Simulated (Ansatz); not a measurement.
SrTiO3 built on the cubic perovskite prototype, relaxed with r2SCAN in the plane-wave code Ansatz. It is cubic, Pm-3m (No. 221); a = 3.907 Å in the conventional setting, 11.93 Å³ an atom. Sr has 12 O at 2.76 Å; Ti has 6 O at 1.95 Å; O has 2 Ti at 1.95 Å and 4 Sr at 2.76 Å.

The axes x, y and z are those of this cell:
```yaml
crystal:
  lattice:
    - [3.90685, 0.00000, 0.00000]
    - [0.00000, 3.90685, 0.00000]
    - [0.00000, 0.00000, 3.90685]
  atoms:
    - { symbol: Sr, position: [0.00000, 0.00000, 0.00000] }
    - { symbol: Ti, position: [0.50000, 0.50000, 0.50000] }
    - { symbol: O, position: [0.50000, 0.50000, 0.00000] }
    - { symbol: O, position: [0.50000, 0.00000, 0.50000] }
    - { symbol: O, position: [0.00000, 0.50000, 0.50000] }
```

Unstrained: With PBE the valence top lies at R and the conduction bottom at Γ, 1.883 eV higher; the smallest vertical gap, at Γ, is 2.229 eV. With r2SCAN the valence top lies at R and the conduction bottom at Γ, 2.260 eV higher; the smallest vertical gap, at Γ, is 2.627 eV. HSE06 gives an indirect gap of 3.321 eV, from R to Γ; the least direct gap is 3.699 eV at Γ. Meshes: PBE 6×6×6, r2SCAN 6×6×6, HSE06 4×4×4. Strains are changes of length per length, and xy shears are angles. After each strain the atoms were relaxed again with r2SCAN within the symmetry that the strain leaves, so tilts or polar shifts that break it weren't tested; points keep the names that they have in the unstrained zone. (Simulation; spin polarisation is off.)

(1) Apply uniaxial -5.0 % along x, other directions held. How far does the gap move, against the unstrained cell?

(2) Apply epitaxial +5.0 % in the xy plane, free normal strain -2.61 %. How far does the gap move, against the unstrained cell?

(3) Apply xy shear, engineering strain (angle) +1.0 %. How far does the gap move, against the unstrained cell?

(4) One strain changed the r2SCAN stress by xx +2.87, yy +2.87, zz +10.07 GPa (compression positive) and the gap by +0.004 eV (PBE), +0.013 eV (r2SCAN), +0.028 eV (HSE06). Which kind of strain was it, and roughly how large?

Results:

(1) HSE06: the gap goes from 3.321 to 3.383 eV (+0.062 eV).

(2) PBE: the gap goes from 1.883 to 1.669 eV (-0.214 eV). r2SCAN: the gap goes from 2.260 to 2.023 eV (-0.237 eV). HSE06: the gap goes from 3.321 to 3.098 eV (-0.223 eV). The r2SCAN energy rises by 62.8 meV an atom.

(3) PBE: the gap goes from 1.883 to 1.860 eV (-0.023 eV). r2SCAN: the gap goes from 2.260 to 2.236 eV (-0.024 eV). HSE06: the gap goes from 3.321 to 3.296 eV (-0.025 eV). The r2SCAN energy rises by 0.5 meV an atom.

(4) Uniaxial -2.5 % along z, other directions held. The pattern of the stress gives the kind; the size needs the stiffness, so it is an estimate.

The meshes of the hybrids are coarse, so their gaps aren't converged to the digits shown.
